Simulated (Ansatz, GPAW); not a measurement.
Given: the input of a run of Ansatz 0.2.0 on Fe. 

Contents of input.yaml:

```yaml
crystal:
  lattice:
    - [-1.443, 1.443, 1.443]
    - [1.443, -1.443, 1.443]
    - [1.443, 1.443, -1.443]
  atoms:
    - { symbol: Fe, position: [0.0, 0.0, 0.0], spin: 3.0 }
kpoints:
  mp_grid: { grid: [13, 13, 13] }
scf:
  occupations: { method: gaussian, width: 0.02 }
hamiltonian:
  xc: pbe
  pseudopotentials: { kind: all_electron, lapw: { basis_error: 0.001 } }
magnetization:
  spin_polarized: true
output:
  forces: true
  stress: true
  eigenvalues: true
```

Potentials or basis: all-electron LAPW, scalar-relativistic.

Run with:

```sh
$ ansatz run input.yaml --threads 2 --pin off --max-ram 6144MiB --backend cpu --events-out ev --progress --plain --runs-dir out
```

**Question.** What does the same run look like in GPAW 26.7.0 (ASE script)? Potentials or basis there: GPAW PAW data sets (gpaw-data 1.2.1), cutoff 600 eV.

**Answer.** As run (cutoffs and basis follow the program's own potentials, and thresholds, step limits or extra output files can differ):

run.py

```python
from ase import Atoms
from ase.dft.bandgap import bandgap
from ase.io import write
from ase.units import GPa
from gpaw import GPAW, PW

atoms = Atoms(['Fe'],
              cell=[[-1.443, 1.443, 1.443],
                    [1.443, -1.443, 1.443],
                    [1.443, 1.443, -1.443]],
              scaled_positions=[[0.0, 0.0, 0.0]],
              pbc=True)
atoms.set_initial_magnetic_moments([3.0])

calc = GPAW(mode=PW(600),
            xc='PBE',
            kpts={'size': (13, 13, 13), 'gamma': True},
            occupations={'name': 'methfessel-paxton', 'order': 0, 'width': 0.02},
            nbands=12,
            convergence={'density': 1e-05, 'energy': 1e-05},
            maxiter=150,
            txt='gpaw.txt')
atoms.calc = calc
energy = atoms.get_potential_energy()
forces = atoms.get_forces()
stress = atoms.get_stress()
calc.write('gs.gpw')
write('result.traj', atoms)
print(f'Energy: {energy:.6f} eV')
print('Forces (eV/A):')
print(forces.round(4))
print('Stress (GPa):', (stress / GPa).round(3))
print('Moments:', calc.get_magnetic_moments().round(3))
print('Fermi level:', round(calc.get_fermi_level(), 4), 'eV')
print(f'Gap: {bandgap(calc)[0]:.4f} eV, direct: {bandgap(calc, direct=True)[0]:.4f} eV')
```

Potentials or basis: GPAW PAW data sets (gpaw-data 1.2.1), pw.

Command:

```sh
$ OMP_NUM_THREADS=1 python run.py
```

Both were run:

|  | Ansatz | GPAW |
| --- | --- | --- |
| Pressure | -9.8 GPa | -8.0 GPa |
| Net moment | 2.24 μB per cell | 2.25 μB per cell |

Where Ansatz's input types no cutoff or centring, it takes its own default and a Γ-centred mesh.

The magnetic state is the one that the start led to; the real crystal's order can differ.

Pressure is positive in compression.
